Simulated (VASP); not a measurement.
A run of VASP 6.6.1 is set up as follows.

The input INCAR:

```
ALGO = Normal
EDIFF = 1E-6
EDIFFG = -0.005
ENCUT = 600
GGA = PE
IBRION = 2
ISIF = 3
ISMEAR = 0
LASPH = T
LCHARG = F
LREAL = F
LWAVE = F
NELM = 100
NSW = 100
PREC = Accurate
SIGMA = 0.1
```

File KPOINTS:

```
k-points
0
Gamma
  14 14 14
```

POSCAR

```
InP
1.0
    0.0000000000      2.7684979249      2.7684979249
    2.7684979249      0.0000000000      2.7684979249
    2.7684979249      2.7684979249      0.0000000000
In P
1 1
Direct
    0.0000000000      0.0000000000      0.0000000000
    0.5000000000      0.5000000000      0.5000000000
```

Potentials or basis: VASP PAW PBE potentials, release 64 (In_d, P).

Launch:

```bash
$ cat potpaw_PBE.64/In_d/POTCAR potpaw_PBE.64/P/POTCAR > POTCAR
$ mpirun -np 1 vasp_std > vasp.out
```

Question: Predict the relaxed cell.

Answer: a = 3.918 Å, b = 3.918 Å, c = 3.918 Å, α = 60.00°, β = 60.00°, γ = 60.00°.

Question: What does it give for the relaxed volume?

Answer: 21.27 Å³/atom.

Question: Predict the space group after relaxing (to 0.05 Å).

Answer: Fm-3m (No. 225).

Final structure:
```xyz
2
Lattice="0.0000 2.7707 2.7707 2.7707 0.0000 2.7707 2.7707 2.7707 0.0000" Properties=species:S:1:pos:R:3 pbc="T T T"
In    2.7707    2.7707    5.5413
P     2.7707    2.7707    2.7707
```
